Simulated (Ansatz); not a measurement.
Crystal: CuO.

```
CELL_PARAMETERS angstrom
3.17953 0.00000 0.00000
-1.58977 2.75356 0.00000
0.00000 0.00000 4.43149
ATOMIC_POSITIONS crystal
Cu 0.00000 0.00000 0.00000
Cu 0.00000 0.00000 0.50000
O 0.33333 0.66667 0.25000
O 0.66667 0.33333 0.75000
```

Measurements of this composition are mostly on another form, of space group No. 15.

Base run:

| Property | Result |
| --- | --- |
| Program | Ansatz 0.2.0 |
| Functional | LDA |
| Potentials or basis | Ansatz PAW |
| Cutoff | 420 eV (not typed: the program's choice for these potentials) |
| k mesh | 10 × 10 × 6 |
| Occupations | fermi-dirac, width 0.05 eV |
| Spin | no spin polarisation |
| Hubbard terms | Cu d U = 5 eV |

Its results: band gap on the k mesh none (metal or under the smearing width); pressure -7.2 GPa.

**Question.** After a change of settings the same cell gave: band gap on the k mesh none (metal or under the smearing width); pressure -7.9 GPa. Which change was it?
A. hubbard terms from Cu d U = 5 eV to Cu d U = 6 eV
B. hubbard terms from Cu d U = 5 eV to none; hubbard projectors from ortho-atomic (the default) to none
C. hubbard terms from Cu d U = 5 eV to Cu d U = 4 eV

**Answer.** C.

Caveats: the run has no spin polarisation, though such a crystal can be magnetic; U without spin polarisation on a metal has little footing; the PAW data sets come from PBE, with cores solved anew for the run's functional, which leaves a small shift of forces and pressure.
